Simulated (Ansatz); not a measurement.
# Ti (Fm-3m) in Ansatz: a series of runs

One crystal, Ti, is run at these levels: LDA; tasks: band structure, single point, equation of state.

Program: Ansatz 0.2.0. These are calculated values, not measurements. Logs are shortened: lines on timing, memory, paths and dates and some standing lists are left out, and cuts for length are marked.

## (1) The crystal as given

The structure is cubic, space group Fm-3m (No. 225). The conventional cell has a = 4.060 Å, b = 4.060 Å, c = 4.060 Å, α = 90.00°, β = 90.00°, γ = 90.00°. Around Ti (site symmetry m-3m) lie 12 Ti at 2.87 Å.

This isn't the form of Ti at room conditions, which is hcp.

## (2) Band structure, LDA

input.yaml

```yaml
crystal:
  lattice:
    - [0.0, 2.03, 2.03]
    - [2.03, 0.0, 2.03]
    - [2.03, 2.03, 0.0]
  atoms:
    - { symbol: Ti, position: [0.0, 0.0, 0.0] }
kpoints:
  mp_grid: { grid: [11, 11, 11] }
  band_path:
    path:
      - [0.0, 0.0, 0.0]
      - [0.5, 0.0, 0.5]
      - [0.5, 0.25, 0.75]
      - [0.375, 0.375, 0.75]
      - [0.0, 0.0, 0.0]
      - [0.5, 0.5, 0.5]
      - [0.625, 0.25, 0.625]
      - [0.5, 0.25, 0.75]
    npoints: 6
scf:
  occupations: { method: fermi_dirac, width: 0.05 }
hamiltonian:
  xc: lda
  pseudopotentials: { kind: all_electron, lapw: { basis_error: 0.001 } }
output:
  forces: true
  stress: true
  eigenvalues: true
```

Potentials or basis: all-electron LAPW, scalar-relativistic.

Started as:

```sh
ansatz run input.yaml --threads 1 --pin off --max-ram 3072MiB --backend cpu --events-out ev --progress --plain --runs-dir out
```

Log:

```text
Warning: RAYON_NUM_THREADS=1 ignored (pool sized by the plan → 1); use --threads N
LAPW: plane waves up to 7.674 Å⁻¹, error target 1.0e-3 eV per atom; small_component_spin mean_spin; Ti in spheres of 1.435 Å, 12 of its electrons in bands, Dirac shells [] (how accurate: hamiltonian.pseudopotentials.lapw.basis_error, Limitations)
Engine: ansatz 0.2.0, x86_64-unknown-linux-gnu
Pseudopotentials: kind: all_electron
Pseudopotential: Ti, LAPW, valence charge 12, lapw/all_electron/scalar/gaussian/Ti, Koelling and Harmon's equation, gaussian nucleus
Functional definition: SPW92
  exchange = slater_x
  correlation = pw_c
Crystal: 1 atoms, lattice volume = 16.731 Å³
Basis set: ecut = 224.38443277612168 eV, 137 PW (Γ), exchange–correlation at level 2
Bands: 10, of which v1, the nominal top of the filled ones, is band 6 counted from 1 (5 counted from 0)
Symmetry: 48 space group operations
Space group: Fm-3m (ITA 225), of the structure as read, at distance tolerance 2.6e-5 Å
k-points: 56 of 1331
Non-local potential: Ti, projectors of the file, none
Initial density: superposition of atomic densities (chi_scale 0.1, normalization cell)
Initial wavefunctions: plane waves of lowest kinetic energy (no species holds an atomic orbital)
Functional: x = slater, c = lda
iter 1 solved again at ethr=3.22e-4 eV; its pass at ethr=1.00e-1 eV (dr2=3.86e-2 eV) is discarded
SCF iter   1: F=—  HF=-23184.163771 eV  |F-HF|=—  |Δ(HF+E_count)|=         —  Δρ=1.96e-2  dr2=3.94e-2  ethr=3.22e-4  ⟨swp⟩=2.9  Hψ=4177  notcnv=0
preconditioner: auto → none  [metal: Δε(μ)=0.033 eV  Ē_g=4.594 eV  σ=0.050 eV  W_gap=0.16  n_scr=0 (ndim 8)  ℏωp=18.2 eV  f_vac=0.000  D(μ)=1.50/eV (n_scr^D=14)]
iter 2 solved again at ethr=1.09e-5 eV; its pass at ethr=3.22e-4 eV (dr2=1.31e-3 eV) is discarded
SCF iter   2: F=—  HF=-23184.026800 eV  |F-HF|=—  |Δ(HF+E_count)|=   1.37e-1  Δρ=3.23e-3  dr2=1.31e-3  ethr=1.09e-5  ⟨swp⟩=2.0  Hψ=3014  notcnv=0
SCF iter   3: F=—  HF=-23184.013538 eV  |F-HF|=—  |Δ(HF+E_count)|=   1.33e-2  Δρ=2.96e-3  dr2=8.12e-4  ethr=1.09e-5  ⟨swp⟩=2.9  Hψ=1810  notcnv=0
SCF iter   4: F=—  HF=-23184.013235 eV  |F-HF|=—  |Δ(HF+E_count)|=   3.03e-4  Δρ=2.29e-4  dr2=5.03e-6  ethr=6.77e-6  ⟨swp⟩=2.0  Hψ=1638  notcnv=0
SCF iter   5: F=—  HF=-23184.013235 eV  |F-HF|=—  |Δ(HF+E_count)|=   2.68e-7  Δρ=4.00e-5  dr2=2.35e-7  ethr=4.19e-8  ⟨swp⟩=2.0  Hψ=1638  notcnv=0
SCF iter   6: F=-23184.013235 eV  HF=-23184.013235 eV  |F-HF|=2.91e-11  |Δ(HF+E_count)|=   1.38e-8  Δρ=1.75e-6  dr2=4.23e-10  ethr=1.95e-9  ⟨swp⟩=2.0  Hψ=1639  notcnv=0
SCF 1 converged in 6 iterations: F = -23184.013235 eV  dr2 = 4.23e-10
NSCF: frozen V_eff on 43 k-points
SCF converged after 6 iterations
Free energy (F): -23184.013235 eV
Harris-Foulkes:  -23184.013235 eV  (|F-HF|=2.91e-11)
Internal energy: -23184.003081 eV  (E = F + TS)
E sigma→0 (E₀):  -23184.008158 eV
Entropy (-TS):   -0.010153 eV (-10.153 meV/atom)
Fermi energy:    13.988790 eV
--- Per-component energies (eV) ---
  E_band       = -145.115701
  E_kinetic    = 23393.461817
  E_xc         = -1097.889605
  E_electrostatic = -45479.575294  (all electrons and nuclei)
  E_smearing   = -0.010153  (= −TS)
  E_closure    = 0.000000  (closes the sum)
  E_atoms      = -23176.557099  (free atoms, spherical and without spin; not in F)
  Σ components = -23184.013235   (vs F -23184.013235, Δ=0.00e0)
  Basis errors (estimates in eV, not in F): energy 1.1e-4 per atom: plane waves 8.2e-5 (4.1e-5 summed), levels above the bands 2.9e-70, relativity 2.5e-9, radial functions 2.6e-5, core shells 3.1e-8; eigenvalues (radial functions only) 1.3e-6; not estimated: angular momenta, meshes, grids; target (lapw.basis_error) 1.0e-3; muffin-tin radii Ti 1.435 Å
--- Forces (eV/Å), atoms counted from 1 ---
  atom   1  Ti     0.00000000     0.00000000    -0.00000000
  max |Σ_I F_I| component: 1.56e-31 eV/Å
--- Stress (GPa, compression-positive) ---
       -5.123388       0.000000       0.000000
        0.000000      -5.123388       0.000000
        0.000000       0.000000      -5.123388
  P = ⅓ Tr σ = -5.1234 GPa (-51.234 kbar)
--- Band table (eV; the first three rows and the last of 56) ---
  k-point 0: bands = ["-42.0301", "-18.1532", "-18.1532", "-18.1532", "7.8960", "14.8661", "14.8661", "14.8661", "16.5628", "16.5628"]
  k-point 1: bands = ["-42.0183", "-18.2177", "-18.1612", "-18.1612", "8.1711", "14.6989", "14.9639", "14.9639", "16.5018", "16.5018"]
  k-point 2: bands = ["-41.9865", "-18.3885", "-18.1825", "-18.1825", "8.9392", "14.3165", "15.1346", "15.1346", "16.4642", "16.4642"]
  k-point 55: bands = ["-41.8317", "-18.6817", "-18.6396", "-18.4206", "12.4045", "13.3054", "13.8642", "16.2132", "17.9268", "22.4542"]
```

It took 2.7 s on 1 thread of AMD EPYC 7R13 (Zen 3), shared host; peak memory 0.26 GiB.

Results:

```
Free energy             : -23184.0132 eV
Pressure                : -5.1 GPa
Band gap along the path : none (metal or under the smearing width)
```

Levels at the corners of the path, in eV from the Fermi level:
| point | band 2 | band 3 | band 4 | band 5 | band 6 | band 7 | band 8 | band 9 | band 10 |
| --- | --- | --- | --- | --- | --- | --- | --- | --- | --- |
| Γ | -32.14 | -32.14 | -32.14 | -6.09 | 0.88 | 0.88 | 0.88 | 2.57 | 2.57 |
| X | -32.87 | -32.42 | -32.42 | -2.72 | -1.83 | 3.07 | 3.71 | 4.05 | 4.05 |
| W | -32.65 | -32.65 | -32.43 | -1.61 | -0.39 | -0.39 | 2.18 | 4.05 | 8.75 |
| K | -32.74 | -32.59 | -32.36 | -1.83 | -1.27 | 0.75 | 2.66 | 3.60 | 7.52 |
| Γ | -32.14 | -32.14 | -32.14 | -6.09 | 0.88 | 0.88 | 0.88 | 2.57 | 2.57 |
| L | -32.92 | -32.24 | -32.24 | -2.67 | 0.74 | 0.74 | 0.82 | 3.74 | 3.74 |
| U | -32.74 | -32.59 | -32.36 | -1.83 | -1.27 | 0.75 | 2.66 | 3.60 | 7.52 |
| W | -32.65 | -32.65 | -32.43 | -1.61 | -0.39 | -0.39 | 2.18 | 4.05 | 8.75 |

## (3) Single point, LDA, 15.73 Å³/atom (volume scaled by 0.94)

input.yaml

```yaml
crystal:
  lattice:
    - [0.0, 1.9885598007, 1.9885598007]
    - [1.9885598007, 0.0, 1.9885598007]
    - [1.9885598007, 1.9885598007, 0.0]
  atoms:
    - { symbol: Ti, position: [0.0, 0.0, 0.0] }
kpoints:
  mp_grid: { grid: [11, 11, 11] }
scf:
  occupations: { method: fermi_dirac, width: 0.05 }
hamiltonian:
  xc: lda
  pseudopotentials: { kind: all_electron, lapw: { basis_error: 0.001 } }
output:
  forces: true
  stress: true
  eigenvalues: true
```

Potentials or basis: all-electron LAPW, scalar-relativistic.

Started as:

```sh
ansatz run input.yaml --threads 1 --pin off --max-ram 3072MiB --backend cpu --events-out ev --progress --plain --runs-dir out
```

Wall time 2.3 s (1 thread of AMD EPYC 7R13 (Zen 3), shared host); peak memory 0.27 GiB.

Results (log left out):

```
Free energy            : -23184.0237 eV
Pressure               : 2.1 GPa
Band gap on the k mesh : none (metal or under the smearing width)
```

## (4) Single point, LDA, 16.06 Å³/atom (volume scaled by 0.96)

input.yaml: that of step 3 with these lines changed.

```diff
@@ -2,5 +2,5 @@
   lattice:
-    - [0.0, 1.9885598007, 1.9885598007]
-    - [1.9885598007, 0.0, 1.9885598007]
-    - [1.9885598007, 1.9885598007, 0.0]
+    - [0.0, 2.0025642044, 2.0025642044]
+    - [2.0025642044, 0.0, 2.0025642044]
+    - [2.0025642044, 2.0025642044, 0.0]
   atoms:
```

Started as:

```sh
ansatz run input.yaml --threads 1 --pin off --max-ram 3072MiB --backend cpu --events-out ev --progress --plain --runs-dir out
```

Wall time 2.5 s (1 thread of AMD EPYC 7R13 (Zen 3), shared host); peak memory 0.26 GiB.

It converged, with:

* Free energy: -23184.0253 eV
* Pressure: -0.5 GPa
* Band gap on the k mesh: none (metal or under the smearing width)

## (5) Single point, LDA, 16.40 Å³/atom (volume scaled by 0.98)

input.yaml: that of step 4 with these lines changed.

```diff
@@ -2,5 +2,5 @@
   lattice:
-    - [0.0, 2.0025642044, 2.0025642044]
-    - [2.0025642044, 0.0, 2.0025642044]
-    - [2.0025642044, 2.0025642044, 0.0]
+    - [0.0, 2.0163754284, 2.0163754284]
+    - [2.0163754284, 0.0, 2.0163754284]
+    - [2.0163754284, 2.0163754284, 0.0]
   atoms:
```

Started as:

```sh
ansatz run input.yaml --threads 1 --pin off --max-ram 3072MiB --backend cpu --events-out ev --progress --plain --runs-dir out
```

Run time: 2.5 s. Hardware: 1 thread of AMD EPYC 7R13 (Zen 3), shared host; peak memory 0.27 GiB.

The run converged. Its results:

- Free energy: -23184.0217 eV
- Pressure: -2.9 GPa
- Band gap on the k mesh: none (metal or under the smearing width)

## (6) Single point, LDA, 16.73 Å³/atom

input.yaml: that of step 5 with these lines changed.

```diff
@@ -2,5 +2,5 @@
   lattice:
-    - [0.0, 2.0163754284, 2.0163754284]
-    - [2.0163754284, 0.0, 2.0163754284]
-    - [2.0163754284, 2.0163754284, 0.0]
+    - [0.0, 2.03, 2.03]
+    - [2.03, 0.0, 2.03]
+    - [2.03, 2.03, 0.0]
   atoms:
```

Potentials or basis: all-electron LAPW, scalar-relativistic.

Started as:

```sh
ansatz run input.yaml --threads 1 --pin off --max-ram 3072MiB --backend cpu --events-out ev --progress --plain --runs-dir out
```

Wall time 2.1 s (1 thread of AMD EPYC 7R13 (Zen 3), shared host); peak memory 0.26 GiB.

It converged, with:

| Property | Result |
| --- | --- |
| Free energy | -23184.0132 eV |
| Pressure | -5.1 GPa |
| Band gap on the k mesh | none (metal or under the smearing width) |

## (7) Single point, LDA, 17.07 Å³/atom (volume scaled by 1.02)

input.yaml: that of step 6 with these lines changed.

```diff
@@ -2,5 +2,5 @@
   lattice:
-    - [0.0, 2.03, 2.03]
-    - [2.03, 0.0, 2.03]
-    - [2.03, 2.03, 0.0]
+    - [0.0, 2.0434441004, 2.0434441004]
+    - [2.0434441004, 0.0, 2.0434441004]
+    - [2.0434441004, 2.0434441004, 0.0]
   atoms:
```

Started as:

```sh
ansatz run input.yaml --threads 1 --pin off --max-ram 3072MiB --backend cpu --events-out ev --progress --plain --runs-dir out
```

It took 2.7 s on 1 thread of AMD EPYC 7R13 (Zen 3), shared host; peak memory 0.26 GiB.

Results (log left out):

| Quantity | Value |
| --- | --- |
| Free energy | -23184.0004 eV |
| Pressure | -7.1 GPa |
| Band gap on the k mesh | none (metal or under the smearing width) |

## (8) Single point, LDA, 17.40 Å³/atom (volume scaled by 1.04)

input.yaml: that of step 7 with these lines changed.

```diff
@@ -2,5 +2,5 @@
   lattice:
-    - [0.0, 2.0434441004, 2.0434441004]
-    - [2.0434441004, 0.0, 2.0434441004]
-    - [2.0434441004, 2.0434441004, 0.0]
+    - [0.0, 2.0567135898, 2.0567135898]
+    - [2.0567135898, 0.0, 2.0567135898]
+    - [2.0567135898, 2.0567135898, 0.0]
   atoms:
```

Started as:

```sh
ansatz run input.yaml --threads 1 --pin off --max-ram 3072MiB --backend cpu --events-out ev --progress --plain --runs-dir out
```

It took 2.8 s on 1 thread of AMD EPYC 7R13 (Zen 3), shared host; peak memory 0.24 GiB.

It converged, with:

* Free energy: -23183.9837 eV
* Pressure: -8.9 GPa
* Band gap on the k mesh: none (metal or under the smearing width)

## (9) Single point, LDA, 17.73 Å³/atom (volume scaled by 1.06)

input.yaml: that of step 8 with these lines changed.

```diff
@@ -2,5 +2,5 @@
   lattice:
-    - [0.0, 2.0567135898, 2.0567135898]
-    - [2.0567135898, 0.0, 2.0567135898]
-    - [2.0567135898, 2.0567135898, 0.0]
+    - [0.0, 2.0698140295, 2.0698140295]
+    - [2.0698140295, 0.0, 2.0698140295]
+    - [2.0698140295, 2.0698140295, 0.0]
   atoms:
```

Potentials or basis: all-electron LAPW, scalar-relativistic.

Started as:

```sh
ansatz run input.yaml --threads 1 --pin off --max-ram 3072MiB --backend cpu --events-out ev --progress --plain --runs-dir out
```

Run time: 2.7 s. Hardware: 1 thread of AMD EPYC 7R13 (Zen 3), shared host; peak memory 0.27 GiB.

The run converged. Its results:

```
Free energy            : -23183.9633 eV
Pressure               : -10.6 GPa
Band gap on the k mesh : none (metal or under the smearing width)
```

## (10) Equation of state, LDA

Potentials or basis: all-electron LAPW, scalar-relativistic.

This step only gathers the single runs of the series.

What came out:

```
Equilibrium volume                      : 15.99 Å³/atom
Bulk modulus                            : 124 GPa
Pressure derivative of the bulk modulus : 3.7
```

Energy against volume, from the lowest point:
| volume (Å³/atom) | energy (meV/atom) |
| --- | --- |
| 15.727 | 1.66 |
| 16.062 | 0.00 |
| 16.396 | 3.64 |
| 16.731 | 12.09 |
| 17.065 | 24.90 |
| 17.400 | 41.67 |
| 17.735 | 62.04 |

LDA usually gives volumes a few per cent too small. Zero-point motion and thermal expansion aren't in these numbers.
